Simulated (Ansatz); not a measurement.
# K (diamond type): the cost of one run

Computed with Ansatz 0.2.0 (DFT PBE, with the methods named in each step, unless a step's input says otherwise).

This is K in the diamond structure; at room conditions it is bcc.

**1. The system as given**

Symmetry: Fd-3m, No. 227, cubic system. The conventional cell has a = 9.611 Å, b = 9.611 Å, c = 9.611 Å, α = 90.00°, β = 90.00°, γ = 90.00°. K (site symmetry -43m) has 4 K at 4.16 Å in its first shell of neighbours.

Coordinates:

```
CELL_PARAMETERS angstrom
0.00000 4.80555 4.80555
4.80555 0.00000 4.80555
4.80555 4.80555 0.00000
ATOMIC_POSITIONS crystal
K 0.87500 0.87500 0.87500
K 0.12500 0.12500 0.12500
```

Whether this phase is the stable one at these pressures isn't tested.

Atoms are numbered in the order of the input: K1, K2.

**2. The reference volume, LAPW**

input.yaml

```yaml
crystal:
  lattice:
    - [0.0, 4.805553946, 4.805553946]
    - [4.805553946, 0.0, 4.805553946]
    - [4.805553946, 4.805553946, 0.0]
  atoms:
    - { symbol: K, position: [-0.125, -0.125, -0.125] }
    - { symbol: K, position: [0.125, 0.125, 0.125] }
kpoints:
  mp_grid: { grid: [8, 8, 8] }
  band_path:
    path:
      - [0.0, 0.0, 0.0]
      - [0.5, 0.0, 0.5]
      - [0.625, 0.25, 0.625]
      - [0.375, 0.375, 0.75]
      - [0.0, 0.0, 0.0]
      - [0.5, 0.5, 0.5]
      - [0.5, 0.25, 0.75]
      - [0.5, 0.0, 0.5]
    npoints: 14
scf:
  occupations: { method: fermi_dirac, width: 0.1 }
hamiltonian:
  xc: pbe
  pseudopotentials: { kind: all_electron, lapw: { basis_error: 0.001 } }
output:
  forces: true
  stress: true
  eigenvalues: true
  populations: true
  dos: { projected: true, de: 0.2, e_range: [-14, 8] }
```

Launch:

```bash
ansatz run input.yaml --threads 1 --pin off --max-ram 2048MiB --backend cpu --events-out ev --progress --plain --runs-dir out
```

Q: Estimate wall time and peak memory on 1 thread of Arm Neoverse V1, shared host.

About 8.8 s, with a peak of 0.23 GiB.
